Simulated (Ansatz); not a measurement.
# CoO: the cost of one run

Program: Ansatz 0.2.0. Level of theory: DFT PBE, scalar-relativistic, plane waves, PAW. These are calculated values, not measurements.

## 1. The structure to begin with

Symmetry: Fm-3m, No. 225, cubic system. Conventional cell: a = 4.249 Å, b = 4.249 Å, c = 4.249 Å, α = 90.00°, β = 90.00°, γ = 90.00°. Co (site symmetry m-3m) has 6 O at 2.12 Å as nearest neighbours. Around O (site symmetry m-3m) lie 6 Co at 2.12 Å.

Coordinates:

```cif
data_structure
_symmetry_space_group_name_H-M 'Fm-3m'
_symmetry_Int_Tables_number 225
_cell_length_a 4.2491
_cell_length_b 4.2491
_cell_length_c 4.2491
_cell_angle_alpha 90.000
_cell_angle_beta 90.000
_cell_angle_gamma 90.000
_cell_volume 76.71
loop_
_atom_site_label
_atom_site_type_symbol
_atom_site_symmetry_multiplicity
_atom_site_Wyckoff_symbol
_atom_site_fract_x
_atom_site_fract_y
_atom_site_fract_z
_atom_site_occupancy
Co1 Co 4 a 0.00000 0.00000 0.00000 1
O1 O 4 b 0.50000 0.00000 0.00000 1
```

An earlier run at PBE left this cell at 9.589 Å³/atom and 0.00 GPa (14×14×14 mesh).

## 2. Ferromagnetic, larger cell

input.yaml reads:

```yaml
crystal:
  lattice:
    - [0.0, 2.12453155, -2.12453155]
    - [0.0, 2.12453155, 2.12453155]
    - [4.2490631, 0.0, 0.0]
  atoms:
    - { symbol: Co, position: [0.0, 0.0, 0.0], spin: 3.0 }
    - { symbol: O, position: [0.0, 1.0, 0.5] }
    - { symbol: Co, position: [0.5, 0.5, 0.5], spin: 3.0 }
    - { symbol: O, position: [0.5, 1.5, 1.0] }
basis:
  ecutwfc: 420
  ecutrho_ratio: 4
kpoints:
  mp_grid: { grid: [10, 10, 6] }
hamiltonian:
  xc: pbe
scf:
  occupations: { method: gaussian, width: 0.05 }
  lower_state_search: "off"
output:
  forces: true
  stress: true
  eigenvalues: true
  populations: true
magnetization:
  spin_polarized: true
```

Launch:

```bash
$ ansatz run input.yaml --threads 2 --pin off --max-ram 5120MiB --backend cpu --events-out ev --progress --plain --runs-dir out
```

Q: Estimate wall time and peak memory on 2 threads of Arm Neoverse V1, shared host.

About 10 s, with a peak of 0.42 GiB.
